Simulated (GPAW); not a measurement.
Runs of GPAW 26.7.0 on ZnO (zincite). It takes space group P6_3mc (No. 186, hexagonal). Conventional cell: a = 3.249 Å, b = 3.249 Å, c = 5.206 Å, α = 90.00°, β = 90.00°, γ = 120.00°. Zn (site symmetry 3m) has 4 O at 1.97 to 1.98 Å as nearest neighbours. O (site symmetry 3m) has 4 Zn at 1.97 to 1.98 Å as nearest neighbours. 

```csv
task,level,potentials or basis,cell,k mesh,maxiter,optimizer,fmax,max steps,older calculator (legacy_gpaw),gap on the mesh (eV),pressure (GPa),relaxed volume (Å³/atom),largest force (eV/Å)
relaxation of cell and atoms,PBEsol+D3(BJ),"PAW data sets generated in the run's folder for this functional, pw",relaxed,6 × 6 × 4,150,BFGS,0.02 eV/Å,60,-,0.72,-0.1,11.57,0.01
band structure,optB88-vdW,"GPAW PAW data sets (gpaw-data 1.2.1), pw",as given,6 × 6 × 3,150,-,-,-,yes,0.96,-,-,0.07
band structure,r2SCAN,"GPAW PAW data sets (gpaw-data 1.2.1), pw",as given,8 × 8 × 4,150,-,-,-,-,1.24,-1.7,-,0.07
relaxation of cell and atoms,PW91,"PAW data sets generated in the run's folder for this functional, pw",relaxed,6 × 6 × 3,150,FIRE,0.05 eV/Å,40,-,0.77,0.1,12.21,0.04
relaxation of cell and atoms,PW91+D4,"PAW data sets generated in the run's folder for this functional, pw",relaxed,6 × 6 × 3,150,BFGS,0.01 eV/Å,40,-,0.79,0.0,11.97,0.01
band structure,vdW-DF,"GPAW PAW data sets (gpaw-data 1.2.1), pw",as given,6 × 6 × 3,150,-,-,-,-,1.09,-,-,0.09
single point,PBEsol,"PAW data sets generated in the run's folder for this functional, pw",as given,9 × 9 × 5,150,-,-,-,-,0.69,-1.5,-,0.06
band structure,LDA,"JTH PAW 2.0, LDA, pw",as given,6 × 6 × 3,150,-,-,-,-,0.73,-8.1,-,0.05
single point,PBE,"SG15 ONCV 1.2, pw",as given,8 × 8 × 4,80,-,-,-,-,(b),(a),-,0.14
relaxation of cell and atoms,MS2,"GPAW PAW data sets (gpaw-data 1.2.1), pw",relaxed,6 × 6 × 3,150,BFGS,0.05 eV/Å,40,-,0.73,0.0,11.90,-
band structure,AM05,"PAW data sets generated in the run's folder for this functional, pw",as given,6 × 6 × 3,150,-,-,-,-,0.81,-0.3,-,0.07
relaxation of cell and atoms,BLYP+D3(BJ),"PAW data sets generated in the run's folder for this functional, pw",relaxed,6 × 6 × 3,150,BFGS,0.02 eV/Å,40,-,0.92,0.0,11.97,0.01
```

Alike in all rows: no spin polarisation; cutoff (eV) 800; smearing fermi-dirac 0.05 eV.

Problem. Fill in the values left out.

Solution. (a) -16.3; (b) 0.86.

Caveats: later steps reuse the first step's grids (some runs); an odd mesh through Γ misses points on the zone boundary, where band edges often lie (some runs); the PAW data sets were made with another functional, which shifts forces and pressure a little (some runs); the program truncates these outside data sets (some runs); so large a pressure means that the cell lies far from this level's equilibrium, or that cutoff or potentials fall short (some runs).

Not every run made on this cell is shown here.
